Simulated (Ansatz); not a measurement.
The system is Ni.

```
CELL_PARAMETERS angstrom
0.00000 1.73757 1.73757
1.73757 0.00000 1.73757
1.73757 1.73757 0.00000
ATOMIC_POSITIONS crystal
Ni 0.00000 0.00000 0.00000
```

- Program: Ansatz 0.2.0
- Task: relaxation of cell and atoms
- Functional: PBEsol
- Dispersion: D3(BJ)
- Potentials or basis: all-electron LAPW, scalar-relativistic
- Basis error allowed: 0.001 eV/atom
- k mesh: 13 × 13 × 13
- Occupations: fermi-dirac, width 0.05 eV
- Spin: collinear spin, ferromagnetic start
- Starting moments: [1.0] μB

At the start: volume 10.49 Å³/atom.

Question: How do energy, volume and symmetry change on relaxing?

Answer: Over 5 steps the energy falls by 11.9 meV/atom and the volume is 10.08 Å³/atom (-3.9 %); space group Fm-3m (No. 225, to 0.05 Å); moment 0.63 μB per cell.

The path:
```tsv
step	energy change (eV)	largest force (eV/Å)	volume (Å³)
1	0.0000	0.0000	10.49
2	-0.0088	0.0000	10.29
3	-0.0119	0.0000	10.07
4	-0.0119	0.0000	10.08
5	-0.0119	0.0000	10.08
```

Final structure:
```xyz
1
Lattice="0.0000 1.7148 1.7148 1.7148 0.0000 1.7148 1.7148 1.7148 0.0000" Properties=species:S:1:pos:R:3 pbc="T T T"
Ni    0.0000    0.0000    0.0000
```
